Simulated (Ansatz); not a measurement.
# Mg in Ansatz: the effect of target pressure

Mg:

```
Mg
1.0
     3.20930    0.00000    0.00000
    -1.60465    2.77934    0.00000
     0.00000    0.00000    5.21030
Mg
2
Direct
  0.66667 0.33333 0.75000
  0.33333 0.66667 0.25000
```

Alike in all runs:

```yaml
Program: Ansatz 0.2.0
Task: relaxation of cell and atoms
Functional: PBEsol
Potentials_or_basis: Ansatz PAW
Cutoff: "420 eV (not typed: the program's choice for these potentials)"
k_mesh: 10 × 10 × 5
Occupations: fermi-dirac, width 0.05 eV
Spin: no spin polarisation
```

Each run relaxes the cell or the atoms first.

```csv
target pressure,relaxed volume (Å³/atom)
0 GPa,22.57
2 GPa,21.49
5 GPa,?
10 GPa,18.72
20 GPa,16.71
30 GPa,15.37
```

Q: What does the run with target pressure 5 GPa give?

A: Relaxed volume 20.25 Å³/atom.

Worked out: In Murnaghan's law V^(-B') rises as a straight line in P. The other rows fit best with B' = 3.3, V0 = 22.55 Å³/atom and B0 = 39 GPa, which gives 20.26 Å³/atom at 5 GPa, against the run's 20.25.

Caveats: the plane-wave basis is chosen anew once the cell has moved, so the energies of steps on either side of that aren't comparable; the PAW data sets come from PBE, with cores solved anew for the run's functional, which leaves a small shift of forces and pressure; the volume moved by over 15 % at a fixed basis, so the end points are rough (some runs).
